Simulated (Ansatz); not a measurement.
Input of an Ansatz 0.2.0 run:

Contents of input.yaml:

```yaml
crystal:
  lattice:
    - [-1.51435, 1.51435, 1.51435]
    - [1.51435, -1.51435, 1.51435]
    - [1.51435, 1.51435, -1.51435]
  atoms:
    - { symbol: V, position: [0.0, 0.0, 0.0], spin: 2.0 }
hamiltonian:
  xc: pbe
  pseudopotentials: { kind: paw }
magnetization:
  spin_polarized: true
kpoints:
  mp_grid: { grid: [12, 12, 12] }
scf:
  occupations: { method: gaussian, width: 0.024 }
output:
  forces: true
  stress: true
  eigenvalues: true
```

Potentials or basis: Ansatz PAW.

Run with:

```console
$ ansatz run input.yaml --threads 2 --pin off --max-ram 5632MiB --backend cpu --events-out ev --progress --plain --runs-dir out
```

(1) Estimate the pressure.

(2) Estimate the site moments.

(3) What does it give for the absolute moment?

## Answers

(1) -5.2 GPa.

(2) V +0.10 μB.

(3) 0.12 μB per cell.

Caveat: the starting moments weren't kept.
